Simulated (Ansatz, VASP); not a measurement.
## One calculation of Pd, two programs

```
Pd
1.0
     0.00000    1.97371    1.97371
     1.97371    0.00000    1.97371
     1.97371    1.97371    0.00000
Pd
1
Direct
  0.00000 0.00000 0.00000
```

Alike in both runs: task single point; functional PBE; k mesh 2 × 2 × 2; occupations fermi-dirac, width 0.05 eV; collinear spin.

|  | VASP | Ansatz |
| --- | --- | --- |
| version | VASP 6.6.1 | Ansatz 0.2.0 |
| potentials or method | VASP PAW PBE potentials, release 64 (Pd) | plane waves (420 eV) with PAW, scalar-relativistic |
| plane-wave cutoff (eV) | 520 | 420 |
| valence electrons in the cell | 10 | 18 |

```csv
,VASP,Ansatz,Ansatz less VASP
net moment per atom (μB),1.25,1.25,0.000
size of the moment on the site where the two differ most (μB),1.09,0.93,-0.162
```

Site moments also hang on the region over which each program counts them. The two sets of potentials don't hold the same shells in valence.

Caveats: the k mesh is coarse (spacing up to 1.38 Å⁻¹), so the values aren't converged.
